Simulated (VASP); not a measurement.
The system is BN.

```
N B
1.0
     2.49824    0.00000    0.00000
    -1.24912    2.16354    0.00000
     0.00000    0.00000    6.63570
N B
2 2
Direct
  0.66667 0.33333 0.25000
  0.33333 0.66667 0.75000
  0.66667 0.33333 0.75000
  0.33333 0.66667 0.25000
```

Base run:

- Program: VASP 6.6.1
- Functional: TB-mBJ
- Potentials or basis: VASP PAW PBE potentials, release 64 (N, B)
- Cutoff: 520 eV
- k mesh: 12 × 12 × 4
- Occupations: gaussian, width 0.02 eV
- Spin: no spin polarisation

Its results: band gap on the k mesh 6.04 eV, indirect (least direct gap 6.41 eV).

Problem. After a change of settings the same cell gave: band gap on the k mesh 4.09 eV, indirect (least direct gap 4.51 eV). Which change was it?
A. functional from TB-mBJ to PBE; cutoff from 520 eV to 500 eV; further incar settings from ALGO = Normal; EDIFF = 1e-06 to ALGO = Normal; EDIFF = 1e-07
B. functional from TB-mBJ to PBE; further incar settings from ALGO = Normal; EDIFF = 1e-06 to ALGO = Fast; EDIFF = 1e-08; IBRION = 8
C. functional from TB-mBJ to LDA; potentials or basis from VASP PAW PBE potentials, release 64 (N, B) to VASP PAW LDA potentials, release 64 (N, B)
D. functional from TB-mBJ to PBE

Solution. C.

Not every run made on this cell is shown here.
